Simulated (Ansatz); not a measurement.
**ZnO (P6_3mc): the host for defect calculations**

Aim: the runs on the perfect crystal ZnO (P6_3mc) that a defect calculation needs first.

Main program and level: Ansatz 0.2.0; plane-wave PAW DFT, PBEsol; relaxation of the host's cell and atoms; PAW set soft_1, in the first sound run; inputs show where later runs differ.

Report form: the programs' logs are mostly left out.

## 1. Set-up

The structure is hexagonal, space group P6_3mc (No. 186). Conventional cell: a = 3.237 Å, b = 3.237 Å, c = 5.222 Å, α = 90.00°, β = 90.00°, γ = 120.00°. Nearest to Zn lie 4 O at 1.97 to 1.98 Å. Nearest to O lie 4 Zn at 1.97 to 1.98 Å. Farther neighbours and most contacts between anions are not listed.

## 2. Host cell relaxation

Lattice and positions are set free, within the symmetry that the program keeps.

The input, cell/input.yaml:

```yaml
crystal:
  lattice:
    - [3.237351, 0.0, 0.0]
    - [-1.6186755, 2.8036282, 0.0]
    - [0.0, 0.0, 5.2220613]
  atoms:
    - { symbol: Zn, position: [0.66666667, 0.33333333, 0.5005917] }
    - { symbol: Zn, position: [0.33333333, 0.66666667, 0.0005917] }
    - { symbol: O, position: [0.66666667, 0.33333333, 0.8797183] }
    - { symbol: O, position: [0.33333333, 0.66666667, 0.3797183] }
basis:
  ecutwfc: 420
  xc_grid: 2
hamiltonian:
  xc: pbesol
  pseudopotentials: { kind: paw, azcp: { folder: soft_1 }, xc_functional: pbe }
kpoints:
  mp_grid: { grid: [10, 10, 6] }
scf:
  occupations: { method: fixed }
  max_iter: 100
relax:
  f_tol: 0.005
  max_steps: 60
  cell: {}
output:
  forces: true
  stress: true
checkpoint:
  write: "../cell.run"
  compress: false
  write_wavefunctions: false
  write_every: 100000
```

On the command line:

```
$ ansatz run input.yaml --threads 32 --pin off --max-ram 84787MiB --backend cuda --events-out ev --progress --plain --runs-dir out --max-vram 78GiB
```

The job ended after 2.3 s (1 × NVIDIA GB200 with 32 threads of Arm Neoverse V2, shared host; peak memory 1 GiB).

Step by step:

```csv
step,energy less that of the first step (eV),largest force component (eV/Å),pressure (GPa),volume (Å³)
1,0.0000,0.0005,-0.75,47.40
2,-0.0008,0.0003,-0.36,47.27
3,-0.0013,0.0013,0.01,47.15
4*,-0.0004,0.0013,-0.01,47.15
```

Relaxation steps marked * repeat the geometry before them on a plane-wave basis chosen anew for their cell, so energy and pressure can jump there.

The run keeps the 12 symmetry operations that it works with, so distortions that break them were not tested.

```csv
"conventional cell, symmetrised",before,after,change
a (Å),3.237,3.231,-0.2 %
b (Å),3.237,3.231,-0.2 %
c (Å),5.222,5.215,-0.1 %
volume (Å³/atom),11.85,11.79,-0.5 %
```

Final coordinates:

```xyz
4
Lattice="3.2312 0.0000 0.0000 -1.6156 2.7983 0.0000 0.0000 0.0000 5.2151" Properties=species:S:1:pos:R:3 pbc="T T T"
Zn    1.6156    0.9328    2.6109
Zn    0.0000    1.8656    0.0033
O     1.6156    0.9328    4.5876
O     0.0000    1.8656    1.9800
```

This step gave:

```yaml
pressure: -0.01308 GPa
```

The cell shrank by 0.5 % in volume.

## 3. Dielectric tensors of the host

The response to a uniform electric field gives the electronic dielectric tensor.

This step: plane-wave PAW DFPT, PBEsol; dielectric tensors, Born charges and zone-centre modes of the host; PAW set soft_1 (Ansatz 0.2.0).

The input, eps/input.yaml:

```yaml
crystal:
  lattice:
    - [3.2312179553, 0.0, 0.0]
    - [-1.6156089777, 2.7983168345, 0.0]
    - [0.0, 0.0, 5.2151142287]
  atoms:
    - { symbol: Zn, position: [0.6666666667, 0.3333333333, 0.5006413159] }
    - { symbol: Zn, position: [0.3333333333, 0.6666666667, 0.0006413159] }
    - { symbol: O, position: [0.6666666667, 0.3333333333, 0.8796686841] }
    - { symbol: O, position: [0.3333333333, 0.6666666667, 0.3796686841] }
basis:
  ecutwfc: 420
hamiltonian:
  xc: pbesol
  pseudopotentials: { kind: paw, azcp: { folder: soft_1 }, xc_functional: pbe }
kpoints:
  mp_grid: { grid: [9, 9, 5] }
scf:
  occupations: { method: fixed }
  max_iter: 100
phonons:
  method: dfpt
  dielectric: true
  rigid_motions: translations
```

It took 14 s on 1 × NVIDIA GB200 with 32 threads; peak memory 2.3 GiB; 87 s of CPU time.

Electronic dielectric tensor:

```
5.30 0.00 0.00
0.00 5.30 0.00
0.00 0.00 5.34
```

Static dielectric tensor:

```
10.07  0.00  0.00
 0.00 10.07  0.00
 0.00  0.00 10.93
```

The principal values of the electronic dielectric tensor are 5.30, 5.30 and 5.34. The principal values of the static dielectric tensor are 10.07, 10.07 and 10.93.

## 4. Defect free supercell relaxed in its symmetry

This cell, the one that will hold the defects, is built from the relaxed host. Its coarser k-points can move the atoms a little, so it is relaxed from the symmetric sites, as the reference for the test of stability.

This step: plane-wave PAW DFT, PBEsol; relaxation of the defect-free supercell in its symmetry; PAW set soft_1 (Ansatz 0.2.0).

System of this step: ZnO (P6_3mc). The cell holds 72 atoms: 36 Zn and 36 O. Its edges and angles: a = 9.694 Å, b = 9.694 Å, c = 10.430 Å, α = 90.0°, β = 90.0°, γ = 120.0°.

The input, pristine.symmetric/input.yaml:

```yaml
crystal:
  lattice:
    - [9.6936538659, 0.0, 0.0]
    - [-4.846826933, 8.3949505034, 0.0]
    - [0.0, 0.0, 10.4302284574]
  atoms:
    - { symbol: Zn, position: [0.2222222222, 0.1111111111, 0.250320658] }
    - { symbol: Zn, position: [0.1111111111, 0.2222222222, 0.000320658] }
    - { symbol: O, position: [0.2222222222, 0.1111111111, 0.439834342] }
    - { symbol: O, position: [0.1111111111, 0.2222222222, 0.189834342] }
    - { symbol: Zn, position: [0.2222222222, 0.1111111111, 0.750320658] }
    - { symbol: Zn, position: [0.1111111111, 0.2222222222, 0.500320658] }
    - { symbol: O, position: [0.2222222222, 0.1111111111, 0.939834342] }
    - { symbol: O, position: [0.1111111111, 0.2222222222, 0.689834342] }
[... 60 atom lines left out ...]
    - { symbol: Zn, position: [0.8888888889, 0.7777777778, 0.750320658] }
    - { symbol: Zn, position: [0.7777777778, 0.8888888889, 0.500320658] }
    - { symbol: O, position: [0.8888888889, 0.7777777778, 0.939834342] }
    - { symbol: O, position: [0.7777777778, 0.8888888889, 0.689834342] }
basis:
  ecutwfc: 420
  xc_grid: 2
hamiltonian:
  xc: pbesol
  pseudopotentials: { kind: paw, azcp: { folder: soft_1 }, xc_functional: pbe }
kpoints:
  mp_grid: { grid: [1, 1, 1] }
scf:
  occupations: { method: fermi_dirac, width: 0.01 }
  max_iter: 100
  lower_state_search: "off"
output:
  forces: true
relax:
  f_tol: 0.015
  max_steps: 60
  escape_saddle: false
checkpoint:
  write: "../pristine.symmetric.run"
  compress: false
  write_wavefunctions: false
  write_every: 100000
```

The job ended after 2.3 s (1 × NVIDIA GB200 with 32 threads; peak memory 1.2 GiB; 5.3 s of CPU time).

Hardly anything moved in the relaxation; the energy changed by under 0.2 meV an atom.

## 5. Defect free supercell relaxed from displaced atoms

This step: plane-wave PAW DFT, PBEsol; relaxation of the defect-free supercell from random displacements, a test of the host's stability; PAW set soft_1 (Ansatz 0.2.0).

pristine.rattled/input.yaml, as its differences from pristine.symmetric/input.yaml of step 4:

```diff
@@ -94,6 +94,6 @@
   f_tol: 0.015
-  max_steps: 60
-  escape_saddle: false
+  max_steps: 120
+  random_displacement: { amplitude: 0.06, seed: 3747 }
 checkpoint:
-  write: "../pristine.symmetric.run"
+  write: "../pristine.rattled.run"
   compress: false
```

It took 4 s on 1 × NVIDIA GB200 with 32 threads; peak memory 1.1 GiB; 12 s of CPU time.

Step by step:

```csv
step,energy less that of the first step (eV),largest force component (eV/Å)
1,0.0000,1.5017
2,-0.9038,0.9414
3,-1.6182,0.0211
4,-1.6182,0.0209
5,-1.6191,0.0008
```

The relaxation ends 22 meV an atom lower than the displaced start, with a largest force component of 7.5e-4 eV/Å.

## 6. Host on a dense mesh

This step: plane-wave PAW DFT, PBEsol; single point of the defect-free host, a test of the k-point sampling; PAW set soft_1 (Ansatz 0.2.0).

System of this step: ZnO (P6_3mc). The structure is hexagonal, space group P6_3mc (No. 186). Conventional cell: a = 3.231 Å, b = 3.231 Å, c = 5.215 Å, α = 90.00°, β = 90.00°, γ = 120.00°. Zn has 4 O at 1.97 to 1.98 Å nearest. O has 4 Zn at 1.97 to 1.98 Å nearest. Farther neighbours and most contacts between anions are not listed.

dense/input.yaml, as its differences from eps/input.yaml of step 3:

```diff
@@ -12,2 +12,3 @@
   ecutwfc: 420
+  xc_grid: 2
 hamiltonian:
@@ -16,9 +17,11 @@
 kpoints:
-  mp_grid: { grid: [9, 9, 5] }
+  mp_grid: { grid: [10, 10, 6] }
 scf:
-  occupations: { method: fixed }
+  occupations: { method: fermi_dirac, width: 0.01 }
   max_iter: 100
-phonons:
-  method: dfpt
-  dielectric: true
-  rigid_motions: translations
+  lower_state_search: "off"
+checkpoint:
+  write: "../dense.run"
+  compress: false
+  write_wavefunctions: false
+  write_every: 100000
```

Elapsed: 1.4 s, on 1 × NVIDIA GB200 with 32 threads; peak memory 1 GiB.

## 7. Defect free supercell at the zone centre

The supercell is run at the zone centre, to see how far that sampling misses the dense mesh.

System of this step: ZnO (P6_3mc). The cell holds 72 atoms: 36 Zn and 36 O. Its edges and angles: a = 9.694 Å, b = 9.694 Å, c = 10.430 Å, α = 90.0°, β = 90.0°, γ = 120.0°.

pristine.sampling_gamma/input.yaml, as its differences from pristine.rattled/input.yaml of step 5:

```diff
@@ -90,10 +90,4 @@
   lower_state_search: "off"
-output:
-  forces: true
-relax:
-  f_tol: 0.015
-  max_steps: 120
-  random_displacement: { amplitude: 0.06, seed: 3747 }
 checkpoint:
-  write: "../pristine.rattled.run"
+  write: "../pristine.sampling_gamma.run"
   compress: false
```

Elapsed: 1.5 s, on 1 × NVIDIA GB200 with 32 threads; peak memory 1.1 GiB.

## 8. Defect free supercell at the quarter point

The supercell is run at one point off the zone centre, to see how far that sampling misses the dense mesh.

pristine.sampling_quarter/input.yaml, as its differences from pristine.sampling_gamma/input.yaml of step 7:

```diff
@@ -85,3 +85,3 @@
 kpoints:
-  mp_grid: { grid: [1, 1, 1] }
+  mp_grid: { grid: [1, 1, 1], shift: [0.25, 0.25, 0.25] }
 scf:
@@ -91,3 +91,3 @@
 checkpoint:
-  write: "../pristine.sampling_gamma.run"
+  write: "../pristine.sampling_quarter.run"
   compress: false
```

Run time: 1.9 s. Hardware: 1 × NVIDIA GB200 with 32 threads; peak memory 1.3 GiB.

## 9. Results

```json
{
 "primitive cell vectors, lengths": "3.231, 3.231, 5.215 Å",
 "electronic dielectric constant": "principal values (5.30, 5.30, 5.34)",
 "static dielectric constant": "principal values (10.07, 10.07, 10.93)",
 "gap on the k-mesh of the response run (PBEsol)": "0.70 eV",
 "supercell relaxed in its symmetry less the displaced and relaxed one": "0.001 eV",
 "energy an atom at the zone centre alone less that on the dense mesh": "0.033 eV",
 "energy an atom at one point at (¼, ¼, ¼) less that on the dense mesh": "-0.009 eV"
}
```

What this shows: Step 5: The energy fell by 1.619 eV from the randomly displaced start; the atoms end within 0.005 Å of the sites as typed, once the mean shift is taken out. The displaced cell ends within 0.01 eV of the symmetric one relaxed in its symmetry, so no lower structure shows in this supercell. The k-mesh can miss the band edges, so this gap is an upper bound at this level. All at zero temperature.

[Logs are printed without paths, hosts, clocks, repeated set-up lines and the standing remarks that a program may print on its own settings, such as how far it seeks lower states.]

[Hosts, paths, dates, database ids (printed as entryN), source tags and the programs' standing remarks are cut or masked in the printed files.]

[Runs of the host that timed out are not shown.]

[For some hosts the program warned that the k-mesh of the response run may be too coarse for force constants and the static dielectric constant; such warnings are not always shown.]

[The program warned that the k-mesh of a response run behind this text may be too coarse: force constants, and the static dielectric constant and all else formed from them, are not shown converged.]
